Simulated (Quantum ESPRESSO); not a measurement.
# BN (P6_3/mmc): modes at Γ and the response to a field

Aim: the zone-centre modes of BN (P6_3/mmc).

Program: Quantum ESPRESSO 7.5. Level of theory: DFT LDA, scalar-relativistic, plane waves, PseudoDojo norm-conserving pseudopotentials. Results are calculated unless marked as measured.

Most raw output is cut from this account.

The database entry behind the starting cell differs from later determinations by our own check (about 0.3 % short, minor phase), so it need not match the best structure at ambient conditions.

## (1) The structure

It takes space group P6_3/mmc (No. 194, hexagonal). The conventional cell has a = 2.498 Å, b = 2.498 Å, c = 6.636 Å, α = 90.00°, β = 90.00°, γ = 120.00°. Nearest to B lie 3 N at 1.44 Å. Nearest to N lie 3 B at 1.44 Å. Farther neighbours and most contacts between anions are not listed.

Structure file:

```
CELL_PARAMETERS angstrom
2.49824 0.00000 0.00000
-1.24912 2.16354 0.00000
0.00000 0.00000 6.63570
ATOMIC_POSITIONS crystal
B 0.33333 0.66667 0.25000
B 0.66667 0.33333 0.75000
N 0.33333 0.66667 0.75000
N 0.66667 0.33333 0.25000
```

## (2) A first look

A cheap run with smearing and empty bands tells whether the crystal has a gap, which decides between fixed occupations and smearing later on.

The input, probe.in:

```
&control
   calculation = 'scf'
   prefix = 'x'
   outdir = './tmp'
   pseudo_dir = './pseudo'
   tprnfor = .true.
   tstress = .true.
   verbosity = 'high'
/
&system
   ibrav = 4
   celldm(1) = 4.72098939
   celldm(3) = 2.65614993
   nat = 4
   ntyp = 2
   ecutwfc = 84.0
   occupations = 'smearing'
   smearing = 'gaussian'
   degauss = 0.01
/
&electrons
   conv_thr = 1.0d-07
   mixing_beta = 0.7
   electron_maxstep = 100
/
ATOMIC_SPECIES
 B      10.8100  B.upf
 N      14.0070  N.upf
ATOMIC_POSITIONS crystal
 B      0.333333333   0.666666667   0.250000000
 B      0.666666667   0.333333333   0.750000000
 N      0.333333333   0.666666667   0.750000000
 N      0.666666667   0.333333333   0.250000000
K_POINTS automatic
 9 9 4 0 0 0
```

Command:

```console
$ OMP_NUM_THREADS=1 mpirun -n 4 pw.x -nk 4 -in probe.in > probe.out
```

Wall time 12 s (4 MPI ranks of AMD EPYC (Zen 3), shared host).

This step gave:

```yaml
volume_per_atom: 8.967 Å³
pressure: -2.882 GPa
gap_on_the_k_mesh: 4.257 eV
```

A gap of 4.3 eV opens on this mesh, so the crystal is taken as an insulator; the start stands at -2.9 GPa.

## (3) Relaxation

The relaxation runs at a cutoff a fifth above that of the response, since stress converges more slowly with the basis than frequencies do. Forces and stress are brought to rest with tight thresholds.

The input, relax.in:

```
&control
   calculation = 'vc-relax'
   prefix = 'x'
   outdir = './tmp'
   pseudo_dir = './pseudo'
   tprnfor = .true.
   tstress = .true.
   forc_conv_thr = 2.0d-05
   etot_conv_thr = 1.0d-07
   nstep = 40
/
&system
   ibrav = 4
   celldm(1) = 4.72098939
   celldm(3) = 2.65614993
   nat = 4
   ntyp = 2
   ecutwfc = 101
   occupations = 'fixed'
   nbnd = 10
/
&electrons
   conv_thr = 1.0d-11
   mixing_beta = 0.7
   electron_maxstep = 100
/
&ions
/
&cell
   press_conv_thr = 0.2
/
ATOMIC_SPECIES
 B      10.8100  B.upf
 N      14.0070  N.upf
ATOMIC_POSITIONS crystal
 B      0.333333333   0.666666667   0.250000000
 B      0.666666667   0.333333333   0.750000000
 N      0.333333333   0.666666667   0.750000000
 N      0.666666667   0.333333333   0.250000000
K_POINTS automatic
 9 9 4 0 0 0
```

Command:

```console
$ OMP_NUM_THREADS=1 mpirun -n 4 pw.x -nk 4 -in relax.in > relax.out
```

The job ended after 2.6 min (4 MPI ranks; 10 min of CPU time).

Relaxation path:

```tsv
step	energy less that of the first step (eV)	largest force (eV/Å)	pressure (GPa)	volume (Å³)
1	0.0000	0.0000	-2.90	35.87
2	-0.0010	0.0000	2.21	35.34
3	-0.0036	0.0000	-0.19	35.55
4	-0.0037	0.0000	-0.20	35.51
5	-0.0038	0.0000	-0.21	35.48
6	-0.0040	0.0000	-0.20	35.42
7	-0.0042	0.0000	-0.17	35.34
8	-0.0045	0.0000	-0.14	35.21
9	-0.0048	0.0000	-0.08	35.02
10	-0.0050	0.0000	0.01	34.75
11	-0.0050	0.0000	0.00	34.77
12	-0.0049	0.0000	0.00	34.77
```

```tsv
conventional cell, symmetrised	before	after	change
a (Å)	2.498	2.489	-0.4 %
b (Å)	2.498	2.489	-0.4 %
c (Å)	6.636	6.481	-2.3 %
volume (Å³/atom)	8.97	8.69	-3.0 %
```

The relaxed structure:

```xyz
4
Lattice="2.4891 0.0000 0.0000 -1.2445 2.1556 0.0000 0.0000 0.0000 6.4811" Properties=species:S:1:pos:R:3 pbc="T T T"
B     0.0000    1.4371    1.6203
B     1.2445    0.7185    4.8609
N     0.0000    1.4371    4.8609
N     1.2445    0.7185    1.6203
```

The last row of the table of steps is pw.x's closing run on a basis chosen anew for the final cell, so its energy can jump.

Numbers from this step:

- volume per atom: 8.694 Å³
- pressure: -0.001667 GPa
- gap on the k-mesh: 4.251 eV

The volume changes by -3.0 % from the cell with which this run began.

## (4) Self-consistent run for the response

The response is built on this ground state, so it is converged far tighter than an energy would need. With a gap, occupations are fixed, which also allows the response to an electric field.

The input, scf.in:

```
&control
   calculation = 'scf'
   prefix = 'x'
   outdir = './tmp'
   pseudo_dir = './pseudo'
   tprnfor = .true.
   tstress = .true.
/
&system
   ibrav = 4
   celldm(1) = 4.70366401
   celldm(3) = 2.60383618
   nat = 4
   ntyp = 2
   ecutwfc = 84.0
   occupations = 'fixed'
   nbnd = 10
/
&electrons
   conv_thr = 1.0d-12
   mixing_beta = 0.7
   electron_maxstep = 100
/
ATOMIC_SPECIES
 B      10.8100  B.upf
 N      14.0070  N.upf
ATOMIC_POSITIONS crystal
 B      0.333333333   0.666666667   0.250000000
 B      0.666666667   0.333333333   0.750000000
 N      0.333333333   0.666666667   0.750000000
 N      0.666666667   0.333333333   0.250000000
K_POINTS automatic
 9 9 4 0 0 0
```

Command:

```console
$ OMP_NUM_THREADS=1 mpirun -n 4 pw.x -nk 4 -in scf.in > scf.out
```

It took 21 s on 4 MPI ranks.

Read from the output:

- pressure: -0.005667 GPa

The cell stands at -0.0057 GPa, close enough for phonons.

## (5) Linear response at Γ

At q = 0 one unit cell holds all displacements; symmetry groups them into irreducible representations that are solved one by one. The response to a field gives ε∞ and the Born charges, which polar modes need.

The input, ph.in:

```
phonons
&inputph
   prefix = 'x'
   outdir = './tmp'
   fildyn = 'g.dyn'
   tr2_ph = 1.0d-18
   epsil = .true.
/
0.000000000000 0.000000000000 0.000000000000
```

Command:

```console
$ OMP_NUM_THREADS=1 mpirun -n 4 ph.x -nk 4 -in ph.in > ph.out
```

It took 4.4 min on 4 MPI ranks.

Read from the output:

- miss of the charge sum rule: 4.80e-4 e
- largest acoustic frequency at the zone centre before the sum rule: -2.58 cm⁻¹
- highest optical zone-centre mode (no LO-TO term): 1386 cm⁻¹
- lowest optical zone-centre mode: 50.49 cm⁻¹
- mean high-frequency dielectric constant: 4.180
- largest Born charge in size (third of the trace): 2.071 e

Born charge (rows field, columns displacement), before the sum rule (e), principal values of the symmetric part by kind of site:

```tsv
atom	atoms with these values	low	middle	high	mean
B1	2	0.82	2.70	2.70	2.07
N3	2	-2.70	-2.70	-0.82	-2.07
```

In full for B1:

```
2.70 0.00 0.00
0.00 2.70 0.00
0.00 0.00 0.82
```

High-frequency dielectric tensor:

```
4.85 0.00 0.00
0.00 4.85 0.00
0.00 0.00 2.85
```

The acoustic modes at Γ come out as far as 2.6 cm⁻¹ from zero, where they should vanish, a small numerical error; the Born charges miss their sum rule by 4.8e-4 e, which is good.

## (6) Zone-centre analysis

A rigid shift of the crystal must cost nothing, but grids and finite bases break this; the acoustic sum rule is imposed before the matrix is diagonalised again. With Born charges the intensities follow, and the static dielectric tensor.

The input, dynmat.in:

```
&input
   fildyn = 'g.dyn'
   asr = 'crystal'
   fileig = 'dynmat.eig'
   lperm = .true.
/
```

Command:

```console
$ dynmat.x -in dynmat.in > dynmat.out
```

It took 0.78 s on 1 thread.

Read from the output:

* mean static dielectric constant: 5.533

Unit eigenvectors of the mass-weighted matrix after the sum rule; no LO-TO term. Modes at Γ, with each element's share of the kinetic energy:

```tsv
mode	frequency (cm⁻¹)	B %	N %
1	0.0	44	56
2	0.0	44	56
3	0.0	44	56
4	50.5	44	56
5	50.5	44	56
6	114.3	44	56
7	756.2	56	44
8	817.3	56	44
9	1386.0	56	44
10	1386.0	56	44
11	1386.0	56	44
12	1386.0	56	44
```

Displacements in mode 5 (50.5 cm⁻¹), the largest set to 1:
```
B1  -0.56 -1.00  0.00
B2   0.56  1.00  0.00
N3   0.56  1.00  0.00
N4  -0.56 -1.00  0.00
```

Displacements in mode 7 (756.2 cm⁻¹), the largest set to 1:
```
B1   0.00  0.00  1.00
B2   0.00  0.00  1.00
N3   0.00  0.00 -0.77
N4   0.00  0.00 -0.77
```

Degenerate modes summed, no LO-TO term. Lines of the infrared spectrum (strongest = 100):

```tsv
position (cm⁻¹)	lines merged	IR intensity, relative
50	2	0.0
114	1	0.0
756	1	4.6
817	1	0.0
1386	4	100
```

Static dielectric tensor (ions relaxed, fixed cell):

```
6.60 0.00 0.00
0.00 6.60 0.00
0.00 0.00 3.39
```

The rule moves no optical mode by more than 0.1 cm⁻¹.

## (7) Modes along a direction of q (1 0 0)

A longitudinal polar mode sets up a macroscopic field that stiffens it; the term hangs on the direction from which q goes to zero.

The input, dynmat.in:

```
&input
   fildyn = 'g.dyn'
   asr = 'crystal'
   fileig = 'dynmat.eig'
   q(1) = 1.0
   q(2) = 0.0
   q(3) = 0.0
/
```

Command:

```console
$ dynmat.x -in dynmat.in > dynmat.out
```

Wall time 0.78 s (1 thread).

Read from the output:

| Quantity | Value |
| --- | --- |
| highest mode moved by the LO-TO term | 1618 cm⁻¹ |

Zone-centre frequencies as printed; negative means imaginary. Modes:

```tsv
mode	frequency (cm⁻¹)
1	0
2	0
3	0
4	50.49
5	50.49
6	114.3
7	756.2
8	817.3
9	1386
10	1386
11	1386
12	1618
```

The field moves one mode, from 1386 to 1618 cm⁻¹; the others stay.

## (8) Modes along a direction of q (0 0 1)

The input, dynmat.in:

```
&input
   fildyn = 'g.dyn'
   asr = 'crystal'
   fileig = 'dynmat.eig'
   q(1) = 0.0
   q(2) = 0.0
   q(3) = 1.0
/
```

Command:

```console
$ dynmat.x -in dynmat.in > dynmat.out
```

Wall time 0.77 s (1 thread).

This step gave:

```
highest mode moved by the LO-TO term : 825.3 cm⁻¹
```

Zone-centre frequencies as printed; negative means imaginary. Modes:

```tsv
mode	frequency (cm⁻¹)
1	0
2	0
3	0
4	50.49
5	50.49
6	114.3
7	817.3
8	825.3
9	1386
10	1386
11	1386
12	1386
```

The field moves one mode, from 756 to 825 cm⁻¹; the others stay.

## (9) The LO-TO splitting (1 1 1)

The input, dynmat.in:

```
&input
   fildyn = 'g.dyn'
   asr = 'crystal'
   fileig = 'dynmat.eig'
   q(1) = 1.0
   q(2) = 1.0
   q(3) = 1.0
/
```

Command:

```console
$ dynmat.x -in dynmat.in > dynmat.out
```

Elapsed: 0.74 s, on 1 thread.

Read from the output:

```
highest mode moved by the LO-TO term : 1570 cm⁻¹
```

Zone-centre frequencies as printed; negative means imaginary. Modes:

```tsv
mode	frequency (cm⁻¹)
1	0
2	0
3	0
4	50.49
5	50.49
6	114.3
7	767.8
8	817.3
9	1386
10	1386
11	1386
12	1570
```

The field moves 2 modes; the highest of them now lies at 1570 cm⁻¹, where the highest that moved away lay at 1386.

## (10) Results

| Item | Value |
| --- | --- |
| space group after relaxation | P6_3/mmc |
| volume per atom | 8.69 Å³ |
| gap on the k-mesh | 4.25 eV |
| highest optical zone-centre mode (no LO-TO term) | 1386 cm⁻¹ |
| lowest optical zone-centre mode | 50.5 cm⁻¹ |
| highest mode moved by the LO-TO term | 1618 cm⁻¹ |
| mean high-frequency dielectric constant | 4.18 |
| largest Born charge in size (third of the trace) | 2.07 e |
| mean static dielectric constant | 5.53 |
| imaginary optical modes at the zone centre (no q mesh in this session) | none |

At the LDA level the optical modes of BN (P6_3/mmc) at the zone centre (no LO-TO term) run from 50 to 1386 cm⁻¹. Along the directions run, the highest mode that the macroscopic field moves lies at 1618 cm⁻¹. Lattice motion raises the mean dielectric constant from 4.180 to 5.533. Of the 9 optical modes, 4 are Raman active alone, 2 are silent and 3 are infrared active alone; inversion symmetry keeps the two sets apart. Left out of this account: PBE with PseudoDojo NC, since it is gradient-corrected and no frozen-mode check or second program bears its response out; PBEsol with PseudoDojo NC, since it is gradient-corrected and no frozen-mode check or second program bears its response out. What is said of the levels holds for those shown. These are harmonic frequencies at zero temperature: anharmonic shifts and linewidths and thermal expansion are left out.

[Host names and launcher messages were left out of these logs when they were recorded.]

[Logs are printed without paths, hosts, clocks, repeated set-up lines and the standing remarks that a program may print on its own settings, such as how far it seeks lower states.]

[Hosts, paths, dates, database ids (printed as entryN), source tags and the programs' standing remarks are cut or masked in the printed files.]
